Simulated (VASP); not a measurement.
# InAs (F-43m) in VASP: notebook, part 2 of 3

VASP 6.6.1.

## 3. Relaxation of cell and atoms, PBE

This run uses another cell than the first one, of 27.49 Å³/atom, 0.928 times its volume.

File INCAR:

```
PREC = Accurate
ENCUT = 600
EDIFF = 1E-7
ISMEAR = -1
SIGMA = 0.02
LREAL = False
LASPH = True
NELM = 100
ALGO = Fast
ISIF = 3
LWAVE = False
LCHARG = False
GGA = PE
IBRION = 2
NSW = 80
EDIFFG = -0.005
```

File KPOINTS:

```
Automatic mesh
0
Gamma
  6 6 6
```

File POSCAR:

```
InAs
1.0
    0.0000000000      3.0180000000      3.0180000000
    3.0180000000      0.0000000000      3.0180000000
    3.0180000000      3.0180000000      0.0000000000
In As
1 1
Direct
    0.0000000000      0.0000000000      0.0000000000
    0.2500000000      0.2500000000      0.2500000000
```

Potentials or basis: VASP PAW PBE potentials, release 64 (In_d, As).

Launch:

```console
$ cat potpaw_PBE.64/In_d/POTCAR potpaw_PBE.64/As/POTCAR > POTCAR
$ mpirun -np 1 vasp_std > vasp.out
```

OUTCAR:

```text
PREC = Accurate
   ENCUT = 600
   EDIFF = 1E-7
   ISMEAR = -1
   LREAL = False
   LASPH = True
   NELM = 100
   ISIF = 3
   GGA = PE
   IBRION = 2
   NSW = 80
   EDIFFG = -0.005

 ion  position               nearest neighbor table
   1  0.000  0.000  0.000-   2 2.61   2 2.61   2 2.61   2 2.61
   2  0.250  0.250  0.250-   1 2.61   1 2.61   1 2.61   1 2.61

  LATTYP: Found a face centered cubic cell.
 ALAT       =     6.0360000000

  Lattice vectors:

 A1 = (   0.0000000000,   3.0180000000,   3.0180000000)
 A2 = (   3.0180000000,   0.0000000000,   3.0180000000)
 A3 = (   3.0180000000,   3.0180000000,   0.0000000000)

Analysis of symmetry for initial positions (statically):
=====================================================================
 Subroutine PRICEL returns:
 Original cell was already a primitive cell.

 Routine SETGRP: Setting up the symmetry group for a
 face centered cubic supercell.

[... 179 lines left out ...]
      9       4.5697      1.33340
     10       4.5697      1.33340
     11       8.4750      0.00000
     12       8.4750      0.00000
     13       8.4750      0.00000
[... 309 lines left out ...]
--------------------------------------- Ionic step        3  -------------------------------------------

 number of electron      17.9999997 magnetization

 Free energy of the ion-electron system (eV)
  ---------------------------------------------------
  ext. energy  EPLUGINS =         0.00000000
  ---------------------------------------------------
  free energy    TOTEN  =        -7.70212209 eV

  energy without entropy =       -7.70176845  energy(sigma->0) =       -7.70194527

 E-fermi :   3.8431     XC(G=0):  -8.7835

 val. band max:        3.8292431576   @ k =   0.0000   0.0000   0.0000
 cond. band min:       4.6330710291   @ k =   0.5000   0.0000   0.0000
 fundamental gap:      0.8038278714
 Fermi energy:         3.8431062207

 k-point     1 :       0.0000    0.0000    0.0000
  band No.  band energies     occupation
      1     -10.4431      2.00000
      2     -10.4431      2.00000
      3     -10.4431      2.00000
      4     -10.3443      2.00000
      5     -10.3443      2.00000
      6      -7.5999      2.00000
      7       3.2734      2.00000
      8       3.8292      1.33334
      9       3.8292      1.33334
     10       3.8292      1.33334
     11       7.6954      0.00000
     12       7.6954      0.00000
     13       7.6954      0.00000
[... 267 lines left out ...]
  FREE ENERGIE OF THE ION-ELECTRON SYSTEM (eV)
  ---------------------------------------------------
  free  energy   TOTEN  =        -7.7021220914 eV

  energy  without entropy=       -7.7017684531  energy(sigma->0) =       -7.70194527

 reached required accuracy - stopping structural energy minimisation
```

OSZICAR:

```text
N       E                     dE             d eps       ncg     rms          rms(c)
DAV:   1     0.125062619972E+03    0.12506E+03   -0.93954E+03   416   0.170E+03
DAV:   2     0.212502265387E+01   -0.12294E+03   -0.11897E+03   416   0.349E+02
DAV:   3    -0.767369199831E+01   -0.97987E+01   -0.96149E+01   566   0.990E+01
[... 50 lines left out ...]
RMM:  13    -0.770212181537E+01    0.64024E-06   -0.19725E-06   453   0.159E-02    0.101E-02
RMM:  14    -0.770212207452E+01   -0.25915E-06   -0.42048E-07   358   0.654E-03    0.312E-03
RMM:  15    -0.770212222058E+01   -0.14606E-06   -0.12417E-07   274   0.467E-03    0.800E-03
RMM:  16    -0.770212204192E+01    0.17866E-06   -0.11748E-07   280   0.375E-03    0.276E-03
RMM:  17    -0.770212209137E+01   -0.49449E-07   -0.53869E-08   256   0.305E-03
   3 F= -.77021221E+01 E0= -.77019453E+01  d E =-.561738E-01
```

It took 77 s on 1 thread of Intel Xeon Platinum 8488C (Sapphire Rapids), shared host; peak memory 0.21 GiB.

What came out:

| Item | Value |
| --- | --- |
| Free energy | -7.7021 eV |
| Relaxed volume | 29.66 Å³/atom |
| Relaxed cell | a = 4.378 Å, b = 4.378 Å, c = 4.378 Å, α = 60.00°, β = 60.00°, γ = 60.00° |
| Space group after relaxing (to 0.05 Å) | F-43m (No. 216) |
| Energy gained by relaxing | 28.1 meV/atom |
| Ionic steps | 3 |
| Pressure after relaxing | 0.0 GPa |
| Band gap on the k mesh | none (metal or under the smearing width) |

Step by step:
```csv
step,energy change (eV),largest force (eV/Å),pressure (GPa),volume (Å³)
1,0.0000,0.0000,4.46,54.98
2,-0.0469,0.0000,-1.45,61.29
3,-0.0562,0.0000,0.01,59.32
```

Final structure:
```
CELL_PARAMETERS angstrom
0.00000 3.09541 3.09541
3.09541 0.00000 3.09541
3.09541 3.09541 0.00000
ATOMIC_POSITIONS crystal
In 0.00000 0.00000 0.00000
As 0.25000 0.25000 0.25000
```

Caveat: this crystal is a semiconductor, whose small gap the functional closes, so the metal is an error of the method. Zero-point motion and thermal expansion aren't in these numbers.

## 4. Single point, PBEsol

This run uses another cell than the first one, of 28.23 Å³/atom, 0.953 times its volume.

File INCAR:

```
PREC     = Accurate       # precision mode
ENCUT    = 520            # plane-wave cutoff, eV
EDIFF    = 1E-7           # SCF threshold, eV
ISMEAR   = -1             # smearing method
SIGMA    = 0.02           # smearing width, eV
LREAL    = F              # projectors in reciprocal space
LASPH    = T              # aspherical terms in the spheres
NELM     = 100            # most SCF steps
ALGO     = Normal         # electronic algorithm
ISIF     = 2              # what is computed and relaxed
LWAVE    = F              # write WAVECAR
LCHARG   = F              # write CHGCAR
GGA      = PS             # functional
NBANDS   = 16             # bands
```

KPOINTS is that of step 3.

File POSCAR:

```
InAs
1.0
    0.0000000000      3.0449566458      3.0449566458
    3.0449566458      0.0000000000      3.0449566458
    3.0449566458      3.0449566458      0.0000000000
In As
1 1
Direct
    0.0000000000      0.0000000000      0.0000000000
    0.2500000000      0.2500000000      0.2500000000
```

Potentials or basis: VASP PAW PBE potentials, release 64 (In_d, As).

Launch:

```console
$ cat potpaw_PBE.64/In_d/POTCAR potpaw_PBE.64/As/POTCAR > POTCAR
$ mpirun -np 1 vasp_std > vasp.out
```

OUTCAR:

```text
PREC = Accurate
   ENCUT = 520
   EDIFF = 1E-7
   ISMEAR = -1
   LREAL = F
   LASPH = T
   NELM = 100
   ISIF = 2
   GGA = PS

 ion  position               nearest neighbor table
   1  0.000  0.000  0.000-   2 2.64   2 2.64   2 2.64   2 2.64
   2  0.250  0.250  0.250-   1 2.64   1 2.64   1 2.64   1 2.64

  LATTYP: Found a face centered cubic cell.
 ALAT       =     6.0899132916

  Lattice vectors:

 A1 = (   0.0000000000,   3.0449566458,   3.0449566458)
 A2 = (   3.0449566458,   0.0000000000,   3.0449566458)
 A3 = (   3.0449566458,   3.0449566458,   0.0000000000)

Analysis of symmetry for initial positions (statically):
=====================================================================
 Subroutine PRICEL returns:
 Original cell was already a primitive cell.

 Routine SETGRP: Setting up the symmetry group for a
 face centered cubic supercell.

 Subroutine GETGRP returns: Found 24 space group operations
 (whereof 24 operations were pure point group operations)
 out of a pool of 48 trial point group operations.

The static configuration has the point symmetry T_d .

Analysis of symmetry for dynamics (positions and initial velocities):
=====================================================================
 Subroutine PRICEL returns:
 Original cell was already a primitive cell.

 Routine SETGRP: Setting up the symmetry group for a
 face centered cubic supercell.

 Subroutine GETGRP returns: Found 24 space group operations
 (whereof 24 operations were pure point group operations)
 out of a pool of 48 trial point group operations.

The dynamic configuration has the point symmetry T_d .

 Subroutine INISYM returns: Found 24 space group operations
 (whereof 24 operations are pure point group operations),
 and found     1 'primitive' translations

----------------------------------------------------------------------------------------

                                     Primitive cell

  volume of cell :      56.4642

  direct lattice vectors                    reciprocal lattice vectors
     0.000000000  3.044956646  3.044956646    -0.164205950  0.164205950  0.164205950
     3.044956646  0.000000000  3.044956646     0.164205950 -0.164205950  0.164205950
     3.044956646  3.044956646  0.000000000     0.164205950  0.164205950 -0.164205950

  length of vectors
     4.306218985  4.306218985  4.306218985     0.284413049  0.284413049  0.284413049

  position of ions in fractional coordinates (direct lattice)
     0.000000000  0.000000000  0.000000000
     0.250000000  0.250000000  0.250000000

  ion indices of the primitive-cell ions
   primitive index   ion index
                 1           1
                 2           2

----------------------------------------------------------------------------------------

 KPOINTS: Automatic mesh

Automatic generation of k-mesh.
 Grid dimensions read from file:
 generate k-points for:    6    6    6

 Generating k-lattice:

  Cartesian coordinates                     Fractional coordinates (reciprocal lattice)
    -0.027367658  0.027367658  0.027367658     0.166666667  0.000000000  0.000000000
     0.027367658 -0.027367658  0.027367658     0.000000000  0.166666667  0.000000000
     0.027367658  0.027367658 -0.027367658     0.000000000  0.000000000  0.166666667

  Length of vectors
     0.047402175  0.047402175  0.047402175

  Shift w.r.t. Gamma in fractional coordinates (k-lattice)
     0.000000000  0.000000000  0.000000000

 Subroutine IBZKPT returns following result:
 ===========================================

 Found     16 irreducible k-points:

 Following reciprocal coordinates:
            Coordinates               Weight
  0.000000  0.000000  0.000000      1.000000
  0.166667  0.000000  0.000000      8.000000
  0.333333  0.000000  0.000000      8.000000
  0.500000  0.000000  0.000000      4.000000
  0.166667  0.166667  0.000000      6.000000
  0.333333  0.166667  0.000000     24.000000
[... 8 lines left out ...]
 -0.333333  0.333333  0.166667     24.000000
 -0.333333  0.500000  0.166667     12.000000
   k-points           NKPTS =     16   k-points in BZ     NKDIM =     16   number of bands    NBANDS=     16
   number of dos      NEDOS =    301   number of ions     NIONS =      2
   total plane-waves  NPLWV =  32768
   dimension x,y,z NGX =    32 NGY =   32 NGZ =   32
   dimension x,y,z NGXF=    64 NGYF=   64 NGZF=   64
   ions per type =               1   1
   NGX,Y,Z   is equivalent  to a cutoff of  12.35, 12.35, 12.35 a.u.
   NGXF,Y,Z  is equivalent  to a cutoff of  24.71, 24.71, 24.71 a.u.
 SYSTEM =  unknown system
   PREC   = accura    normal or accurate (medium, high low for compatibility)
   ISTART =      0    job   : 0-new  1-cont  2-samecut
   ICHARG =      2    charge: 1-file 2-atom 10-const
   ISPIN  =      1    spin polarized calculation?
   LNONCOLLINEAR =      F non collinear calculations
   LSORBIT =      F    spin-orbit coupling
   LASPH  =      T    aspherical Exc in radial PAW
   ENCUT  =  520.0 eV  38.22 Ry    6.18 a.u.   8.01  8.01  8.01*2*pi/ulx,y,z
   NELM   =    100;   NELMIN=  2; NELMDL= -5     # of ELM steps
   EDIFF  = 0.1E-06   stopping-criterion for ELM
   LREAL  =      F    real-space projection
   EDIFFG = 0.1E-05   stopping-criterion for IOM
   NSW    =      0    number of steps for IOM
   IBRION =     -1    ionic relax: 0-MD 1-quasi-New 2-CG
   NFREE  =      0    steps in history (QN), initial steepest desc. (CG)
   ISIF   =      2    stress and relaxation
   ISYM   =      2    0-nonsym 1-usesym 2-fastsym
   POTIM  = 0.5000    time-step for ionic-motion
   TEBEG  =    0.0;   TEEND  =   0.0 temperature during run
   PSTRESS=    0.0 pullay stress
   NELECT =      18.0000    total number of electrons
   NUPDOWN=      -1.0000    fix difference up-down
   EMIN   =  10.00;   EMAX   =-10.00  energy-range for DOS
   EFERMI =   0.00;   METHOD = LEGACY
   ISMEAR =    -1;   SIGMA  =   0.02  broadening in eV -4-tet -1-fermi 0-gaus
   EFERMI_NEDOS =   21; number of points for ismear=-14 and -15
   IALGO  =     38    algorithm
   IMIX   =      4    mixing-type and parameters
     AMIX     =   0.40;   BMIX     =  1.00
     AMIX_MAG =   1.60;   BMIX_MAG =  1.00
  volume/ion in A,a.u.               =      28.23       190.52
  Fermi-wavevector in a.u.,A,eV,Ry     =   1.118342  2.113360 17.016648  1.250688
  Thomas-Fermi vector in A             =   2.254972
   LORBIT       =      0    0 simple, 1 ext, 2 COOP (PROOUT), +10 PAW based schemes
   GGA     = PS    functional components
   LHFCALC =     F    Hartree Fock is set to
   AEXX    =    0.0000 exact exchange contribution
   IVDW    =     0    specifies the selected vdW correction
   LEPSILON=     F    determine dielectric tensor
   LRPA    =     F    only Hartree local field effects (RPA)
 non-spin polarized calculation
  energy-cutoff  :      520.00
  volume of cell :       56.46
 maximum number of plane-waves:      1536
   NGX = 17   NGY = 17   NGZ = 17

 number of electron      17.9999992 magnetization

 Free energy of the ion-electron system (eV)
  ---------------------------------------------------
  ext. energy  EPLUGINS =         0.00000000
  ---------------------------------------------------
  free energy    TOTEN  =        -8.47126399 eV

  energy without entropy =       -8.47091037  energy(sigma->0) =       -8.47108718

 E-fermi :   4.1827     XC(G=0):  -9.1888

 val. band max:        4.1688523165   @ k =   0.0000   0.0000   0.0000
 cond. band min:       4.9940166255   @ k =   0.5000   0.0000   0.0000
 fundamental gap:      0.8251643091
 Fermi energy:         4.1827152477

 k-point     1 :       0.0000    0.0000    0.0000
  band No.  band energies     occupation
      1     -10.1291      2.00000
      2     -10.1291      2.00000
      3     -10.1291      2.00000
      4     -10.0101      2.00000
      5     -10.0101      2.00000
      6      -7.5857      2.00000
[... 8 lines left out ...]
     15      13.7744      0.00000
     16      13.7744      0.00000
[... 267 lines left out ...]
 k-point    16 :      -0.3333    0.5000    0.1667
  band No.  band energies     occupation
      1     -10.2861      2.00000
      2     -10.0744      2.00000
      3     -10.0580      2.00000
      4     -10.0309      2.00000
      5      -9.9974      2.00000
      6      -5.6046      2.00000
[... 8 lines left out ...]
     15      15.6436      0.00000
     16      15.8222      0.00000

------------------------ aborting loop because EDIFF is reached ----------------------------------------

  FORCE on cell =-STRESS in cart. coord.  units (eV):
  Direction    XX          YY          ZZ          XY          YZ          ZX
  --------------------------------------------------------------------------------------
  -------------------------------------------------------------------------------------
  Total        0.0293610      0.0293610      0.0293610     -0.0000000      0.0000000     -0.0000000
  in kB        0.8331208      0.8331208      0.8331208     -0.0000000      0.0000000     -0.0000000
  external PRESSURE =       0.8331208 kB  Pullay stress =       0.0000000 kB

 VOLUME and BASIS-vectors are now :
 -----------------------------------------------------------------------------
  energy-cutoff  :      520.00
  volume of cell :       56.46
      direct lattice vectors                 reciprocal lattice vectors
     0.000000000  3.044956646  3.044956646    -0.164205950  0.164205950  0.164205950
     3.044956646  0.000000000  3.044956646     0.164205950 -0.164205950  0.164205950
     3.044956646  3.044956646  0.000000000     0.164205950  0.164205950 -0.164205950

 POSITION                                       TOTAL-FORCE (eV/Angst)
 -----------------------------------------------------------------------------------
      0.00000      0.00000      0.00000        -0.000000      0.000000     -0.000000
      1.52248      1.52248      1.52248         0.000000     -0.000000      0.000000
 -----------------------------------------------------------------------------------
    total drift:                               -0.000000     -0.000000     -0.000000

  FREE ENERGIE OF THE ION-ELECTRON SYSTEM (eV)
  ---------------------------------------------------
  free  energy   TOTEN  =        -8.4712639897 eV

  energy  without entropy=       -8.4709103655  energy(sigma->0) =       -8.47108718
```

Wall time 25 s (1 thread of Intel Xeon Platinum 8488C (Sapphire Rapids), shared host); peak memory 0.18 GiB.

Results:

```
Free energy            : -8.4713 eV
Pressure               : 0.1 GPa
Band gap on the k mesh : none (metal or under the smearing width)
```

Levels at points of the mesh, in eV from the Fermi level:
| k point | band 7 | band 8 | band 9 | band 10 | band 11 | band 12 |
| --- | --- | --- | --- | --- | --- | --- |
| (0.00, 0.00, 0.00) | -0.41 | -0.01 | -0.01 | -0.01 | 3.83 | 3.83 |
| (0.50, 0.00, 0.00) | -5.73 | -0.98 | -0.98 | 0.81 | 4.59 | 4.59 |
| (0.50, 0.50, 0.00) | -5.81 | -2.29 | -2.29 | 1.45 | 1.96 | 8.93 |

Caveat: the PAW data sets were made with another functional, which shifts forces and pressure a little; this crystal is a semiconductor, whose small gap the functional closes, so the metal is an error of the method.

(Part 2 of 3 ends here.)
